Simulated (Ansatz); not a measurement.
Input and output of a band-structure calculation on rocksalt SrO (the plane-wave code Ansatz, PBE). The cell was relaxed beforehand with r2SCAN.

```yaml
crystal:
  lattice:
    - [0.0, 2.5798923265, 2.5798923265]
    - [2.5798923265, 0.0, 2.5798923265]
    - [2.5798923265, 2.5798923265, 0.0]
  atoms:
    - { symbol: Sr, position: [0.0, 0.0, 0.0] }
    - { symbol: O, position: [0.5, 0.5, 0.5] }
kpoints:
  mp_grid: { grid: [8, 8, 8] }
  band_path:
    path:
      - [[0.0, 0.0, 0.0], [0.5, 1.542982005341e-37, 0.5], [0.625, 0.25, 0.625]]
      - [[0.375, 0.375, 0.75], [0.0, 0.0, 0.0], [0.5, 0.5, 0.5], [0.5, 0.25, 0.75], [0.5, 1.542982005341e-37, 0.5]]
    npoints: 10
hamiltonian:
  xc: pbe
scf:
  occupations: { method: fermi_dirac, width: 0.02 }
  n_extra_bands: 4
output:
  forces: true
  stress: true
  eigenvalues: true
```

In the abridged output below, numbers in square brackets stand for lines, or ends of lines, that were taken out.
```
Functional definition: PBE
  parameter kappa = 0.804
  parameter beta = 0.06672455060314922
  exchange = pbe_x(kappa = kappa, mu = beta*pi^2/3)
  correlation = pbe_c(beta = beta)
Crystal: 2 atoms, lattice volume = 34.343 Å³
Basis set: ecut = 420 eV, 645 PW (Γ)
Bands: 12, of which v1, the nominal top of the filled ones, is band 8 counted from 1 (7 counted from 0)
Symmetry: 48 space group operations
Space group: Fm-3m (ITA 225)
[1]
preconditioner: auto → none  [insulator: Δε(μ)=3.308 eV  σ=0.020 eV  ℏωp=23.7 eV]
SCF 1 converged in 7 iterations: F = -4114.624809 eV  dr2 = 9.15e-9
SCF converged after 7 iterations
Free energy (F): -4114.624809 eV
Fermi energy:    9.485022 eV
--- Stress (GPa, compression-positive) ---
[2]
```

**Question.** What stood in the gaps? They hold the stress, the count of irreducible k points.

**Answer.**
```
[1]
k-points: 29 of 512
[2]
        1.806556       0.000000       0.000000
        0.000000       1.806556       0.000000
        0.000000       0.000000       1.806556
  P = ⅓ Tr σ = 1.8066 GPa (18.066 kbar)
```

Command: `ansatz run input.yaml --threads 2 --pin off --max-ram 2211MiB --backend cpu --events-out ev --progress --plain --runs-dir out`.

**Question.** It took 1.2 s on 2 threads of Arm Neoverse V2, with other jobs on the host. What peak of host memory did it reach?

**Answer.** About 0.26 GiB.

(Simulation; spin polarisation is off.)
